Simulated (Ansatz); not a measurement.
Al:

```
Al
1.0
    -1.59122    1.59122    1.59122
     1.59122   -1.59122    1.59122
     1.59122    1.59122   -1.59122
Al
1
Direct
  0.00000 0.00000 0.00000
```

This isn't the form of Al at room conditions, which is fcc.

| Item | Value |
| --- | --- |
| Program | Ansatz 0.2.0 |
| Task | relaxation of cell and atoms |
| Functional | PBEsol0 |
| Potentials or basis | Ansatz PAW |
| Cutoff | 420 eV (not typed: the program's choice for these potentials) |
| k mesh | 6 × 6 × 6 |
| Occupations | fermi-dirac, width 0.05 eV |
| Spin | no spin polarisation |

At the start: volume 16.12 Å³/atom.

Task: How do energy, volume and symmetry change on relaxing?

Result: It ends after 4 steps and the volume is 16.54 Å³/atom (+2.7 %); space group Im-3m (No. 229, to 0.05 Å).

Step by step:
```tsv
step	energy change (eV)	largest force (eV/Å)	volume (Å³)
1	0.0000	0.0000	16.12
2	-0.0028	0.0000	16.58
3	-0.0028	0.0000	16.54
4	-0.0030	0.0000	16.54
```

Final structure:
```
CELL_PARAMETERS angstrom
-1.60522 1.60522 1.60522
1.60522 -1.60522 1.60522
1.60522 1.60522 -1.60522
ATOMIC_POSITIONS crystal
Al 0.00000 0.00000 0.00000
```

Caveat: the k mesh is coarse (spacing up to 0.47 Å⁻¹), so the values aren't converged, least of all with exact exchange; the plane-wave basis is chosen anew once the cell has moved, so the energies of steps on either side of that aren't comparable; the PAW data sets come from PBE, with cores solved anew for the run's functional, which leaves a small shift of forces and pressure.
